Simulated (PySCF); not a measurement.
Molecule: `C#Cc1ccccc1`, C₈H₆.

Molfile (atoms numbered from 1):
```
C8H6
     RDKit          3D

 14 14  0  0  0  0  0  0  0  0999 V2000
    2.2492    2.0294    1.6776 C   0  0  0  0  0  0  0  0  0  0  0  0
    1.4460    1.3437    1.0799 C   0  0  0  0  0  0  0  0  0  0  0  0
    0.5001    0.5357    0.3763 C   0  0  0  0  0  0  0  0  0  0  0  0
   -0.0237    0.9667   -0.8548 C   0  0  0  0  0  0  0  0  0  0  0  0
   -0.9437    0.1792   -1.5386 C   0  0  0  0  0  0  0  0  0  0  0  0
   -1.3533   -1.0440   -1.0076 C   0  0  0  0  0  0  0  0  0  0  0  0
   -0.8385   -1.4791    0.2136 C   0  0  0  0  0  0  0  0  0  0  0  0
    0.0821   -0.6981    0.9043 C   0  0  0  0  0  0  0  0  0  0  0  0
    2.9602    2.6365    2.2063 H   0  0  0  0  0  0  0  0  0  0  0  0
    0.3009    1.9250   -1.2649 H   0  0  0  0  0  0  0  0  0  0  0  0
   -1.3452    0.5232   -2.4947 H   0  0  0  0  0  0  0  0  0  0  0  0
   -2.0764   -1.6602   -1.5471 H   0  0  0  0  0  0  0  0  0  0  0  0
   -1.1572   -2.4365    0.6325 H   0  0  0  0  0  0  0  0  0  0  0  0
    0.4887   -1.0333    1.8604 H   0  0  0  0  0  0  0  0  0  0  0  0
  1  2  3  0
  2  3  1  0
  3  4  2  0
  4  5  1  0
  5  6  2  0
  6  7  1  0
  7  8  2  0
  8  3  1  0
  1  9  1  0
  4 10  1  0
  5 11  1  0
  6 12  1  0
  7 13  1  0
  8 14  1  0
M  END
```

Geometry PBE0-D3(BJ)/def2-SVP throughout; GIAO in PySCF, gas phase, one conformer, non-relativistic; equivalent atoms averaged; basis pcSseg-1.

For orientation, PBE0 gives these shifts δ (against TMS at the same level): C4/C8 139.7, C6 134.0, C5/C7 133.5, C3 127.4, C1 87.0, C2 87.2, H12 7.42, H11/H13 7.44, H9 3.19 ppm.

A run gave: C4/C8 143.4, C6 137.8, C5/C7 136.9, C3 131.7, C1 86.7, C2 87.1, H12 7.39, H11/H13 7.39, H9 3.09 ppm (shifts δ (against TMS at the same level)).

**Question.** Which functional was used in that run?
A. BHandHLYP
B. LDA
C. WP04
D. BP86
E. CAM-B3LYP

**Answer.** E. C2 tells them apart best: CAM-B3LYP gives 87.1, LDA gives 95.3, BP86 gives 88.7, BHandHLYP gives 84.3, WP04 gives 80.7 ppm.
